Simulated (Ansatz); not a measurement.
Response to strain in KBr

The reference is KBr in the rock salt structure (space group Fm-3m, No. 225).

```yaml
crystal:
  lattice:
    - [0.00000, 3.27453, 3.27453]
    - [3.27453, 0.00000, 3.27453]
    - [3.27453, 3.27453, 0.00000]
  atoms:
    - { symbol: K, position: [0.00000, 0.00000, 0.00000] }
    - { symbol: Br, position: [0.50000, 0.50000, 0.50000] }
```

Cartesian axes are those of the cell as printed.

Strains are applied to the cell and any free atomic positions relax; under biaxial strain the out-of-plane vector relaxes too.

All numbers come from PBEsol (Ansatz, a program for electronic structure; PAW; 420 eV plane waves; spin-orbit coupling left out).

| biaxial strain, plane normal [001], relaxed out of plane (%) | band gap (eV) |
|---|---|
| 0 | 4.34 |
| 0.5 | 4.31 |
| 1 | 4.29 |
| 1.5 | 4.27 |
| 2 | 4.25 |
| 2.5 | ? |
| 3 | 4.20 |

Problem. Fit E_g = E₀ + Dε (ε in %) to the rows shown and predict the withheld row.

Solution. Least squares on the printed values gives E₀ = 4.34 eV, D = -45.1 meV per % of strain (largest residual 0.00 eV); this predicts 4.22 eV, and the run gives 4.22 eV, in agreement.

Whether these cells are dynamically stable was not tested.
